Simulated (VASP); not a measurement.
Ta:

```
Ta
1.0
     0.00000    2.08008    2.08008
     2.08008    0.00000    2.08008
     2.08008    2.08008    0.00000
Ta
1
Direct
  0.00000 0.00000 0.00000
```

This isn't the form of Ta at room conditions, which is bcc.

* Program: VASP 6.6.1
* Task: relaxation of cell and atoms
* Functional: r2SCAN
* Potentials or basis: VASP PAW PBE potentials, release 64 (Ta_pv)
* Cutoff: 600 eV
* k mesh: 18 × 18 × 18
* Occupations: gaussian, width 0.1 eV
* Spin: no spin polarisation

At the start: pressure 7.8 GPa; volume 18.00 Å³/atom.

Task: How do energy, volume and symmetry change on relaxing?

Result: Over 4 steps the energy falls by 15.9 meV/atom and the volume is 18.67 Å³/atom (+3.7 %); space group Fm-3m (No. 225, to 0.05 Å).

The path:
| step | energy change (eV) | largest force (eV/Å) | pressure (GPa) | volume (Å³) |
| --- | --- | --- | --- | --- |
| 1 | 0.0000 | 0.0000 | 7.81 | 18.00 |
| 2 | 0.0696 | 0.0000 | -14.87 | 20.39 |
| 3 | -0.0159 | 0.0000 | -0.21 | 18.69 |
| 4 | -0.0159 | 0.0000 | 0.00 | 18.67 |

Final structure:
```
Ta
1.0
     0.00000    2.10567    2.10567
     2.10567    0.00000    2.10567
     2.10567    2.10567    0.00000
Ta
1
Direct
  0.00000 0.00000 0.00000
```

Caveat: the PAW data sets were made with another functional, which shifts forces and pressure a little.
